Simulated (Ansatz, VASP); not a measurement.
CsSnI3: VASP beside Ansatz

```
Cs I Sn
1.0
     6.20570    0.00000    0.00000
     0.00000    6.20570    0.00000
     0.00000    0.00000    6.20570
Cs I Sn
1 3 1
Cartesian
  0.0000 0.0000 0.0000
  3.1029 3.1029 0.0000
  3.1029 0.0000 3.1029
  0.0000 3.1029 3.1029
  3.1029 3.1029 3.1029
```

Alike in both runs: task relaxation of cell and atoms; functional RPBE; dispersion D3(BJ); k mesh 4 × 4 × 4; occupations fermi-dirac, width 0.05 eV; no spin polarisation.

```csv
,VASP,Ansatz
version,VASP 6.6.1,Ansatz 0.2.0
potentials or method,"VASP PAW PBE potentials, release 64 (Cs_sv, I, Sn_d)",Ansatz PAW
plane-wave cutoff (eV),600,420
valence electrons in the cell,44,74
```

```csv
,VASP,Ansatz,Ansatz less VASP
"gap on the k mesh at the Fermi level, each at its own relaxed structure (eV)",none,none,-
relaxed volume (Å³/atom),37.50,37.53,+0.023
relaxed cell length with the largest relative difference (Å),5.724,5.725,+0.0012
energy change over the relaxation (meV/atom),-163,-163,-0.2
```

A gap of «none» marks a metal or a gap that the smearing closes. The two sets of potentials don't hold the same shells in valence.

Caveats: the volume moved by over 15 % at a fixed basis, so the end points are rough; pairwise dispersion overbinds metals, which lowers pressure and volume; the PAW data sets were made with another functional, which shifts forces and pressure a little (VASP); the plane-wave basis is chosen anew once the cell has moved, so the energies of steps on either side of that aren't comparable (Ansatz); the PAW data sets come from PBE, with cores solved anew for the run's functional, which leaves a small shift of forces and pressure (Ansatz). Spin-orbit coupling is left out, which matters for the levels of Cs, I.
